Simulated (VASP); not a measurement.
# SnTe (Fm-3m) in VASP: notebook, part 2 of 3

VASP 6.6.1.

**3. Relaxation of cell and atoms, RPBE**

Contents of INCAR:

```
SYSTEM = SnTe
PREC = Accurate
ENCUT = 600
EDIFF = 1E-7
ISMEAR = -1
SIGMA = 0.05
LREAL = .FALSE.
LASPH = .TRUE.
NELM = 100
ALGO = Normal
ISIF = 3
LWAVE = .FALSE.
LCHARG = .FALSE.
GGA = RP
IBRION = 2
NSW = 60
EDIFFG = -0.01
```

Contents of KPOINTS:

```
Automatic mesh
0
G
  7 7 7
  0 0 0
```

Contents of POSCAR:

```
SnTe
1.0
    0.0000000000      3.1508500000      3.1508500000
    3.1508500000      0.0000000000      3.1508500000
    3.1508500000      3.1508500000      0.0000000000
Te Sn
1 1
Direct
    0.5000000000      0.5000000000      0.5000000000
    0.0000000000      0.0000000000      0.0000000000
```

Potentials or basis: VASP PAW PBE potentials, release 64 (Te, Sn_d).

The run is started by

```
$ cat potpaw_PBE.64/Te/POTCAR potpaw_PBE.64/Sn_d/POTCAR > POTCAR
$ mpirun -np 1 vasp_std > vasp.out
```

OUTCAR:

```text
SYSTEM = SnTe
   PREC = Accurate
   ENCUT = 600
   EDIFF = 1E-7
   ISMEAR = -1
   LREAL = .FALSE.
   LASPH = .TRUE.
   NELM = 100
   ISIF = 3
   GGA = RP
   IBRION = 2
   NSW = 60
   EDIFFG = -0.01

 ion  position               nearest neighbor table
   1  0.500  0.500  0.500-   2 3.15   2 3.15   2 3.15   2 3.15   2 3.15   2 3.15
   2  0.000  0.000  0.000-   1 3.15   1 3.15   1 3.15   1 3.15   1 3.15   1 3.15

  LATTYP: Found a face centered cubic cell.
 ALAT       =     6.3017000000

  Lattice vectors:

 A1 = (   0.0000000000,   3.1508500000,   3.1508500000)
 A2 = (   3.1508500000,   0.0000000000,   3.1508500000)
 A3 = (   3.1508500000,   3.1508500000,   0.0000000000)

Analysis of symmetry for initial positions (statically):
=====================================================================
 Subroutine PRICEL returns:
 Original cell was already a primitive cell.

 Routine SETGRP: Setting up the symmetry group for a
 face centered cubic supercell.

 Subroutine GETGRP returns: Found 48 space group operations
 (whereof 48 operations were pure point group operations)
 out of a pool of 48 trial point group operations.

The static configuration has the point symmetry O_h .

Analysis of symmetry for dynamics (positions and initial velocities):
=====================================================================
 Subroutine PRICEL returns:
 Original cell was already a primitive cell.

 Routine SETGRP: Setting up the symmetry group for a
 face centered cubic supercell.

 Subroutine GETGRP returns: Found 48 space group operations
 (whereof 48 operations were pure point group operations)
 out of a pool of 48 trial point group operations.

The dynamic configuration has the point symmetry O_h .

 Subroutine INISYM returns: Found 48 space group operations
 (whereof 48 operations are pure point group operations),
 and found     1 'primitive' translations

----------------------------------------------------------------------------------------
[... 103 lines left out ...]
   ISMEAR =    -1;   SIGMA  =   0.05  broadening in eV -4-tet -1-fermi 0-gaus
   EFERMI_NEDOS =   21; number of points for ismear=-14 and -15
   IALGO  =     38    algorithm
   IMIX   =      4    mixing-type and parameters
     AMIX     =   0.40;   BMIX     =  1.00
     AMIX_MAG =   1.60;   BMIX_MAG =  1.00
  volume/ion in A,a.u.               =      31.28       211.10
  Fermi-wavevector in a.u.,A,eV,Ry     =   1.119387  2.115336 17.048485  1.253028
  Thomas-Fermi vector in A             =   2.256026
   LORBIT       =      0    0 simple, 1 ext, 2 COOP (PROOUT), +10 PAW based schemes
   GGA     = RP    functional components
   LHFCALC =     F    Hartree Fock is set to
   AEXX    =    0.0000 exact exchange contribution
   IVDW    =     0    specifies the selected vdW correction
   LEPSILON=     F    determine dielectric tensor
   LRPA    =     F    only Hartree local field effects (RPA)
 conjugate gradient relaxation of ions
 non-spin polarized calculation
  energy-cutoff  :      600.00
  volume of cell :       62.56
 maximum number of plane-waves:      2106
   NGX = 17   NGY = 17   NGZ = 17

--------------------------------------- Ionic step        1  -------------------------------------------

 number of electron      19.9999998 magnetization

 Free energy of the ion-electron system (eV)
  ---------------------------------------------------
  ext. energy  EPLUGINS =         0.00000000
  ---------------------------------------------------
  free energy    TOTEN  =        -6.81957668 eV

  energy without entropy =       -6.81950035  energy(sigma->0) =       -6.81953851

------------------------ aborting loop because EDIFF is reached ----------------------------------------

  FORCE on cell =-STRESS in cart. coord.  units (eV):
  Direction    XX          YY          ZZ          XY          YZ          ZX
  --------------------------------------------------------------------------------------
  -------------------------------------------------------------------------------------
  Total        1.4246090      1.4246090      1.4246090      0.0000000      0.0000000      0.0000000
  in kB       36.4832137     36.4832137     36.4832137      0.0000000      0.0000000      0.0000000
  external PRESSURE =      36.4832137 kB  Pullay stress =       0.0000000 kB
[... 59 lines left out ...]
--------------------------------------- Ionic step        3  -------------------------------------------

 number of electron      20.0000003 magnetization

 Free energy of the ion-electron system (eV)
  ---------------------------------------------------
  ext. energy  EPLUGINS =         0.00000000
  ---------------------------------------------------
  free energy    TOTEN  =        -6.87737902 eV

  energy without entropy =       -6.87733489  energy(sigma->0) =       -6.87735695

 E-fermi :   6.1215     XC(G=0):  -9.0071

 val. band max:        5.7786391309   @ k =   0.4286   0.0000   0.0000
 cond. band min:       6.4704366719   @ k =   0.4286   0.0000   0.0000
 fundamental gap:      0.6917975409
 Fermi energy:         6.1214584035

 k-point     1 :       0.0000    0.0000    0.0000
  band No.  band energies     occupation
      1     -15.8987      2.00000
      2     -15.8987      2.00000
      3     -15.8987      2.00000
      4     -15.8977      2.00000
      5     -15.8977      2.00000
      6      -6.1336      2.00000
      7       1.1331      2.00000
      8       4.1303      2.00000
      9       4.1303      2.00000
     10       4.1303      2.00000
     11       9.2628      0.00000
     12       9.2628      0.00000
     13       9.2628      0.00000
     14      10.9727      0.00000
[... 350 lines left out ...]
  FREE ENERGIE OF THE ION-ELECTRON SYSTEM (eV)
  ---------------------------------------------------
  free  energy   TOTEN  =        -6.8773790164 eV

  energy  without entropy=       -6.8773348902  energy(sigma->0) =       -6.87735695

 reached required accuracy - stopping structural energy minimisation
```

OSZICAR:

```text
N       E                     dE             d eps       ncg     rms          rms(c)
DAV:   1     0.129469145009E+03    0.12947E+03   -0.10587E+04   560   0.185E+03
DAV:   2     0.417341158885E+01   -0.12530E+03   -0.12221E+03   596   0.389E+02
DAV:   3    -0.655509253305E+01   -0.10729E+02   -0.10495E+02   728   0.991E+01
[... 34 lines left out ...]
DAV:   6    -0.687737922481E+01    0.46202E-06   -0.13667E-05   686   0.600E-02    0.415E-03
DAV:   7    -0.687737935441E+01   -0.12960E-06   -0.94870E-07   632   0.862E-03    0.175E-03
DAV:   8    -0.687737914432E+01    0.21009E-06   -0.25404E-07   512   0.351E-03    0.640E-04
DAV:   9    -0.687737897199E+01    0.17233E-06   -0.46440E-08   430   0.180E-03    0.319E-04
DAV:  10    -0.687737901642E+01   -0.44428E-07   -0.13047E-08   310   0.998E-04
   3 F= -.68773790E+01 E0= -.68773570E+01  d E =-.578023E-01
```

CONTCAR:

```text
SnTe
   1.00000000000000
    -0.0000000000000000    3.2398898182768181    3.2398898182768181
     3.2398898182768181    0.0000000000000000    3.2398898182768181
     3.2398898182768181    3.2398898182768181    0.0000000000000000
  Te              Sn
     1     1
Direct
     0.5000000000000000    0.5000000000000000    0.5000000000000000
     0.0000000000000000    0.0000000000000000    0.0000000000000000

  0.00000000E+00  0.00000000E+00  0.00000000E+00
  0.00000000E+00  0.00000000E+00  0.00000000E+00
```

It took 51 s on 1 thread of Intel Xeon Platinum 8259CL at 2.50GHz (Skylake/Cascade Lake), shared host; peak memory 0.23 GiB.

Results:

* Free energy: -6.8774 eV
* Relaxed volume: 34.01 Å³/atom
* Relaxed cell: a = 4.582 Å, b = 4.582 Å, c = 4.582 Å, α = 60.00°, β = 60.00°, γ = 60.00°
* Space group after relaxing (to 0.05 Å): Fm-3m (No. 225)
* Energy gained by relaxing: 28.9 meV/atom
* Ionic steps: 3
* Pressure after relaxing: 0.0 GPa

Step by step:
```tsv
step	energy change (eV)	largest force (eV/Å)	pressure (GPa)	volume (Å³)
1	0.0000	0.0000	3.65	62.56
2	-0.0555	0.0000	-0.61	69.24
3	-0.0578	0.0000	0.01	68.02
```

Final structure:
```
CELL_PARAMETERS angstrom
0.00000 3.23989 3.23989
3.23989 0.00000 3.23989
3.23989 3.23989 0.00000
ATOMIC_POSITIONS crystal
Te 0.50000 0.50000 0.50000
Sn 0.00000 0.00000 0.00000
```

Caveat: this odd mesh misses L, where the gap lies, so gap, dielectric constants and Born charges aren't listed; the PAW data sets were made with another functional, which shifts forces and pressure a little. Zero-point motion and thermal expansion aren't in these numbers.

**4. Relaxation of cell and atoms, revPBE**

Contents of INCAR:

```
ALGO     = Fast           # electronic algorithm
EDIFF    = 1E-6           # SCF threshold, eV
EDIFFG   = -0.01          # ionic threshold
ENCUT    = 600            # plane-wave cutoff, eV
GGA      = RE             # functional
IBRION   = 2              # ionic algorithm
ISIF     = 3              # what is computed and relaxed
ISMEAR   = -1             # smearing method
LASPH    = T              # aspherical terms in the spheres
LCHARG   = F              # write CHGCAR
LREAL    = F              # projectors in reciprocal space
LWAVE    = F              # write WAVECAR
NELM     = 80             # most SCF steps
NSW      = 60             # ionic steps
PREC     = Accurate       # precision mode
SIGMA    = 0.05           # smearing width, eV
```

Contents of KPOINTS:

```
k-points
0
Gamma
  7 7 7
```

POSCAR is that of step 3.

The run is started by

```
$ cat potpaw_PBE.64/Te/POTCAR potpaw_PBE.64/Sn_d/POTCAR > POTCAR
$ mpirun -np 1 vasp_std > vasp.out
```

It took 48 s on 1 thread of Intel Xeon Platinum 8259CL at 2.50GHz (Skylake/Cascade Lake), shared host; peak memory 0.22 GiB.

The run converged. Its results:

```
Free energy                            : -6.9659 eV
Relaxed volume                         : 33.67 Å³/atom
Relaxed cell                           : a = 4.567 Å, b = 4.567 Å, c = 4.567 Å, α = 60.00°, β = 60.00°, γ = 60.00°
Space group after relaxing (to 0.05 Å) : Fm-3m (No. 225)
Energy gained by relaxing              : 22.8 meV/atom
Ionic steps                            : 3
Pressure after relaxing                : 0.0 GPa
```

The path:
| step | energy change (eV) | largest force (eV/Å) | pressure (GPa) | volume (Å³) |
| --- | --- | --- | --- | --- |
| 1 | 0.0000 | 0.0000 | 3.24 | 62.56 |
| 2 | -0.0435 | 0.0000 | -0.60 | 68.47 |
| 3 | -0.0455 | 0.0000 | 0.01 | 67.34 |

Final structure:
```
CELL_PARAMETERS angstrom
0.00000 3.22917 3.22917
3.22917 0.00000 3.22917
3.22917 3.22917 0.00000
ATOMIC_POSITIONS crystal
Te 0.50000 0.50000 0.50000
Sn 0.00000 0.00000 0.00000
```

Levels at points of the mesh, in eV from the Fermi level:
```
           k point  band 8  band 9  band 10  band 11  band 12  band 13
(0.00, 0.00, 0.00)   -2.01   -2.01    -2.01     3.16     3.16     3.16
```

Caveat: this odd mesh misses L, where the gap lies, so gap, dielectric constants and Born charges aren't listed; the PAW data sets were made with another functional, which shifts forces and pressure a little. revPBE gives volumes clearly too large for solids.

**5. Relaxation of cell and atoms, BLYP**

Contents of INCAR:

```
SYSTEM = SnTe
AGGAC = 1.0 ; AGGAX = 1.0
ALDAC = 0.0 ; ALDAX = 1.0
ALGO = Normal ; EDIFF = 1E-6
EDIFFG = -0.02 ; ENCUT = 600
GGA = B5 ; IBRION = 2
ISIF = 3 ; ISMEAR = -1
LASPH = .True. ; LCHARG = .False.
LREAL = .False. ; LWAVE = .False.
NELM = 80 ; NSW = 60
PREC = Accurate ; SIGMA = 0.05
```

Contents of KPOINTS:

```
k-points
0
Gamma
  7 7 7
  0 0 0
```

POSCAR is that of step 4.

The run is started by

```
$ cat potpaw_PBE.64/Te/POTCAR potpaw_PBE.64/Sn_d/POTCAR > POTCAR
$ mpirun -np 1 vasp_std > vasp.out
```

Run time: 73 s. Hardware: 1 thread of Intel Xeon Platinum 8259CL at 2.50GHz (Skylake/Cascade Lake), shared host; peak memory 0.23 GiB.

The run converged. Its results:

- Free energy: -6.3292 eV
- Relaxed volume: 35.93 Å³/atom
- Relaxed cell: a = 4.666 Å, b = 4.666 Å, c = 4.666 Å, α = 60.00°, β = 60.00°, γ = 60.00°
- Space group after relaxing (to 0.05 Å): Fm-3m (No. 225)
- Energy gained by relaxing: 80.2 meV/atom
- Ionic steps: 3
- Pressure after relaxing: 0.0 GPa

Step by step:
```
step  energy change (eV)  largest force (eV/Å)  pressure (GPa)  volume (Å³)
   1              0.0000                0.0000            6.20        62.56
   2             -0.1535                0.0000           -0.95        74.18
   3             -0.1604                0.0000            0.03        71.85
```

Final structure:
```
Te Sn
1.0
     0.00000    3.29969    3.29969
     3.29969    0.00000    3.29969
     3.29969    3.29969    0.00000
Te Sn
1 1
Cartesian
  3.2997 3.2997 3.2997
  0.0000 0.0000 0.0000
```

Levels at points of the mesh, in eV from the Fermi level:
```csv
k point,band 7,band 8,band 9,band 10,band 11,band 12,band 13,band 14
"(0.00, 0.00, 0.00)",-5.32,-1.80,-1.80,-1.80,2.96,2.96,2.96,5.20
```

Caveat: this odd mesh misses L, where the gap lies, so gap, dielectric constants and Born charges aren't listed; the PAW data sets were made with another functional, which shifts forces and pressure a little; the volume moved by +15 % from the deposited cell, more than functionals usually miss.

(Part 2 of 3 ends here.)
